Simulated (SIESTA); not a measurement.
The system is CsPbBr3.

```
Pb Cs Br
1.0
     5.87000    0.00000    0.00000
     0.00000    5.87000    0.00000
     0.00000    0.00000    5.87000
Pb Cs Br
1 1 3
Direct
  0.50000 0.50000 0.50000
  0.00000 0.00000 0.00000
  0.50000 0.50000 0.00000
  0.50000 0.00000 0.50000
  0.00000 0.50000 0.50000
```

Measurements of this composition are mostly on another form, of space group No. 62.

Base run:

```yaml
Program: SIESTA 5.4.2
Functional: BLYP
Potentials_or_basis: PseudoDojo 0.4 standard (PBE files)
Basis: DZP (energy shift 0.003 Ry; two zetas on semicore shells; d shell added on Cs)
Grid_cutoff: 500 Ry
Energy_shift: 0.003 Ry
k_mesh: 5 × 5 × 5
Occupations: fermi-dirac, width 0.05 eV
Spin: no spin polarisation
```

Its results: pressure 3.2 GPa.

**Question.** The run is repeated on the same cell with these changes: functional from BLYP to PBE. What comes out?

**Answer.** Pressure 1.7 GPa.

PBE binds more tightly than BLYP, so the same cell stands under less pressure.

Caveats: the basis of atomic orbitals isn't converged, which shifts pressures, moduli and gaps; the potentials were made for another functional, which shifts forces and pressure (some runs).

Not every run made on this cell is shown here.
